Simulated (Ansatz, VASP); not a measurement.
**Two plane-wave programs on Mo**

INCAR

```
SYSTEM = Mo
ALGO = Normal
EDIFF = 1E-6
ENCUT = 520
GGA = PE
ISIF = 2
ISMEAR = 1
LASPH = .True.
LCHARG = .True.
LELF = .True.
LREAL = .False.
LVHAR = .True.
LWAVE = .False.
NBANDS = 13
NELM = 80
PREC = Accurate
SIGMA = 0.15
```

The input KPOINTS:

```
k-points
0
Gamma
  13 13 13
  0 0 0
```

The input POSCAR:

```
Mo
1.0
   -1.6009037753      1.6009037753      1.6009037753
    1.6009037753     -1.6009037753      1.6009037753
    1.6009037753      1.6009037753     -1.6009037753
Mo
1
Direct
    0.0000000000      0.0000000000      0.0000000000
```

Input for Ansatz:

```yaml
crystal:
  lattice:
    - [-1.6009037753059, 1.6009037753059, 1.6009037753059]
    - [1.6009037753059, -1.6009037753059, 1.6009037753059]
    - [1.6009037753059, 1.6009037753059, -1.6009037753059]
  atoms:
    - { symbol: Mo, position: [0.0, 0.0, 0.0] }
basis:
  ecutwfc: 500.0
kpoints:
  mp_grid:
    grid: [13, 13, 13]
hamiltonian:
  xc: pbe
scf:
  occupations:
    method: cold
    width: 0.15
output:
  stress: true
```

Alike in both runs: task single point; functional PBE; k mesh 13 × 13 × 13; no spin polarisation.

```csv
,VASP,Ansatz
version,VASP 6.6.1,Ansatz 0.2.0
potentials or method,"VASP PAW PBE potentials, release 64 (Mo_sv)","plane waves, PAW"
plane-wave cutoff (eV),520,500
occupations,"methfessel-paxton of order 1, width 0.15 eV","cold, width 0.15 eV"
valence electrons in the cell,14,14
```

```csv
,VASP,Ansatz,Ansatz less VASP
pressure (GPa),-8.9,-9.3,-0.44
```
